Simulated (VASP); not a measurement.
Crystal: SiSe2.

```
Si Se
1.0
    -2.99900    4.83450    2.92550
     2.99900   -4.83450    2.92550
     2.99900    4.83450   -2.92550
Si Se
2 4
Direct
  0.75000 0.75000 0.00000
  0.25000 0.25000 0.00000
  0.12342 0.21163 0.33505
  0.87658 0.78837 0.66495
  0.62342 0.28837 0.91179
  0.37658 0.71163 0.08821
```

```yaml
Program: VASP 6.6.1
Task: relaxation of cell and atoms
Functional: optB86b-vdW
Potentials_or_basis: VASP PAW PBE potentials, release 64 (Si, Se)
Cutoff: 600 eV
k_mesh: 8 × 8 × 8
Occupations: gaussian, width 0.03 eV
Spin: no spin polarisation
```

At the start: pressure 2.0 GPa; volume 28.28 Å³/atom.

**Question.** Where does the relaxation end?

**Answer.** Over 17 steps the energy falls by 9.3 meV/atom and the volume is 27.72 Å³/atom (-2.0 %); space group Ibam (No. 72, to 0.05 Å).

Step by step:
```
step  energy change (eV)  largest force (eV/Å)  pressure (GPa)  volume (Å³)
   1              0.0000                0.6431            2.00       169.66
   2              0.0077                0.4869           -2.28       178.47
   3             -0.0440                0.0718           -0.19       173.77
   4             -0.0440                0.0825           -0.15       173.69
   5             -0.0457                0.0743           -0.14       173.07
   6             -0.0498                0.0497           -0.07       171.23
   7             -0.0529                0.0088            0.09       167.57
   8             -0.0545                0.0267           -0.02       167.13
   9             -0.0551                0.0526           -0.13       166.67
  10             -0.0556                0.0162            0.08       166.06
  11             -0.0556                0.0119            0.05       166.15
  12             -0.0556                0.0119            0.06       166.16
  13             -0.0555                0.0283           -0.04       166.42
  14             -0.0556                0.0118            0.04       166.18
  15             -0.0557                0.0118            0.01       166.25
  16             -0.0557                0.0125           -0.02       166.32
  17             -0.0557                0.0078            0.01       166.29
```

Final structure:
```cif
data_structure
_symmetry_space_group_name_H-M 'P 1'
_symmetry_Int_Tables_number 1
_cell_length_a 6.3251
_cell_length_b 6.3251
_cell_length_c 6.3251
_cell_angle_alpha 123.853
_cell_angle_beta 82.938
_cell_angle_gamma 124.464
_cell_volume 166.29
loop_
_atom_site_label
_atom_site_type_symbol
_atom_site_fract_x
_atom_site_fract_y
_atom_site_fract_z
_atom_site_occupancy
Si1 Si 0.75000 0.75000 0.00000 1
Si2 Si 0.25000 0.25000 0.00000 1
Se1 Se 0.12651 0.21984 0.34635 1
Se2 Se 0.87349 0.78015 0.65365 1
Se3 Se 0.62651 0.28015 0.90666 1
Se4 Se 0.37349 0.71984 0.09334 1
```

Caveat: the PAW data sets were made with another functional, which shifts forces and pressure a little.
